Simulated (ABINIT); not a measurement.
Crystal: Si.

```
CELL_PARAMETERS angstrom
4.12095 0.00000 0.00000
-2.06047 3.56885 0.00000
0.00000 0.00000 2.65479
ATOMIC_POSITIONS crystal
Si 0.33333 0.66667 0.50000
Si 0.66667 0.33333 0.50000
```

The cell was built by a generator and needn't be a form met in nature.

```yaml
Program: ABINIT 10.8.3 (patched build)
Task: single point
Functional: PBE
Potentials_or_basis: JTH PAW PBE v2.0
Cutoff: 408 eV
k_mesh: 8 × 8 × 10
Occupations: fermi-dirac, width 0.05 eV
Spin: no spin polarisation
```

On this cell: pressure 0.0 GPa; largest force under 0.003 eV/Å; band gap on the k mesh none (metal or under the smearing width).

The same run follows on a disturbed copy (atoms moved at random, drawn with an rms of 0.05 Å):

```xyz
2
Lattice="4.1209 0.0000 0.0000 -2.0605 3.5688 0.0000 0.0000 0.0000 2.6548" Properties=species:S:1:pos:R:3 pbc="T T T"
Si   -0.0232    2.3243    1.3033
Si    2.0743    1.2105    1.3391
```

**Question.** What changes?

**Answer.** The energy (extrapolated to zero smearing) moves by +19.1 meV/atom; pressure 0.3 GPa; largest force 0.900 eV/Å; band gap on the k mesh none (metal or under the smearing width).

Forces in eV/Å, atoms in the order of the input:
```
Si   0.456  0.775  0.014
Si  -0.456 -0.775 -0.014
```

Stress tensor (GPa, compression positive):
```
 4.44  1.99 -0.07
 1.99 -2.69 -0.11
-0.07 -0.11 -0.79
```
